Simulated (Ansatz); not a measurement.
Reactions of `[CH3][AlH][O][SiH2][SiH3]`.

Computed with Ansatz on PBE0-D4/def2-TZVP structures; ΔE is electronic, products minus reactants. CCSD(T)/CBS adds triple-zeta CCSD(T) − MP2 to the extrapolated MP2 energy (def2 sets, frozen cores). This one scheme is used for every species. Functionals use def2-TZVPP. def2 core potentials past Kr. For Ga, Se, Te outer-core shells are correlated without core-valence functions, which leaves a few kJ/mol of doubt a bond. Scalar relativity is left out up to krypton. One conformer a species, not always the lowest.

| reaction | CCSD(T)/CBS(def2) (eV) |
| --- | --- |
| `[CH3][AlH][O][SiH2][SiH3]` + H₂Te → `[CH3][AlH][TeH]` + `O[SiH2][SiH3]` | 0.41 |
| `[CH3][AlH][O][SiH2][SiH3]` + CH₄ → `[CH3][AlH][O][SiH2]C` + SiH₄ | -0.05 |
| `[CH3][AlH][O][SiH2][SiH3]` + `[NH2][AlH][SeH]` → `[SiH3][NH][AlH][SeH]` + `[CH3][AlH][O][SiH3]` | -0.62 |
| `[CH3][AlH][O][SiH2][SiH3]` + `[CH3][Ga]([CH3])[OH]` → `[CH3][Ga]([CH3])[O][SiH3]` + `[CH3][AlH][O][SiH3]` | ? |
| `[CH3][AlH][O][SiH2][SiH3]` + `OCCO` → `OCCO[SiH3]` + `[CH3][AlH][O][SiH3]` | -0.96 |
| `[CH3][AlH][O][SiH2][SiH3]` + `CNCF` → `CN([SiH3])CF` + `[CH3][AlH][O][SiH3]` | ? |

(1) Fill in the missing values. (Estimate.)

Largest T1 diagnostic: 0.013, for `[CH3][Ga]([CH3])[OH]`.

Answers

(1) Computed: `[CH3][AlH][O][SiH2][SiH3]` + `[CH3][Ga]([CH3])[OH]` → `[CH3][Ga]([CH3])[O][SiH3]` + `[CH3][AlH][O][SiH3]`: -1.13 eV; `[CH3][AlH][O][SiH2][SiH3]` + `CNCF` → `CN([SiH3])CF` + `[CH3][AlH][O][SiH3]`: -0.46 eV.
